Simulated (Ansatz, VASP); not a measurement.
## HCl in VASP and in Ansatz

```
H Cl
1.0
     0.00000    2.73750    2.73750
     2.73750    0.00000    2.73750
     2.73750    2.73750    0.00000
H Cl
1 1
Direct
  0.00000 0.00000 0.00000
  0.50000 0.50000 0.50000
```

The real solid is made of molecules; this cell is a model form.

Alike in both runs: task single point; functional PBEsol; k mesh 16 × 16 × 16; occupations gaussian, width 0.15 eV; no spin polarisation.

```csv
,VASP,Ansatz
version,VASP 6.6.1,Ansatz 0.2.0
potentials or method,"VASP PAW PBE potentials, release 64 (H, Cl)","scalar-relativistic, plane waves, PAW"
plane-wave cutoff (eV),520,420
valence electrons in the cell,8,8
```

```tsv
	VASP	Ansatz	Ansatz less VASP
gap on the k mesh at the Fermi level (eV)	none	none	-
pressure (GPa)	-10.4	-10.3	+0.06
```

A gap of «none» marks a metal or a gap that the smearing closes. With one functional, cell and mesh, what is left measures potentials, basis and numerics.

Caveats: the PAW data sets were made with another functional, which shifts forces and pressure a little (VASP).
